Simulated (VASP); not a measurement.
# Ni: single point with PBE

The system is Ni.

```
CELL_PARAMETERS angstrom
-1.38372 1.38372 1.38372
1.38372 -1.38372 1.38372
1.38372 1.38372 -1.38372
ATOMIC_POSITIONS crystal
Ni 0.00000 0.00000 0.00000
```

This isn't the form of Ni at room conditions, which is fcc.

| Item | Value |
| --- | --- |
| Program | VASP 6.6.1 |
| Task | single point |
| Functional | PBE |
| Potentials or basis | VASP PAW PBE potentials, release 64 (Ni) |
| Cutoff | 520 eV |
| k mesh | 13 × 13 × 13 |
| Occupations | fermi-dirac, width 0.05 eV |
| Spin | collinear spin, ferromagnetic start |
| Starting moments | [1.0] μB |

```yaml
Pressure: 7.6 GPa
Band_gap_on_the_k_mesh: none (metal or under the smearing width)
Net_moment: 0.58 μB per cell
Site_moments: Ni +0.58 μB
Valence_electrons_inside_the_program's_atomic_spheres: Ni 9.36
```

Levels at points of the mesh, in eV from the Fermi level:
Spin up:
```csv
k point,band 3,band 4,band 5,band 6,band 7,band 8
"(0.00, 0.00, 0.00)",-2.35,-2.35,-0.89,-0.89,26.75,26.75
```
Spin down:
```
           k point  band 2  band 3  band 4  band 5  band 6  band 7  band 8  band 9
(0.00, 0.00, 0.00)   -1.66   -1.66   -1.66   -0.38   -0.38   26.66   26.66   26.66
```

It took 20 s on 1 thread of Intel(R) Xeon(R) Platinum 8375C CPU @ 2.90GHz (Ice Lake), with other jobs on the host, peak memory 0.14 GiB.
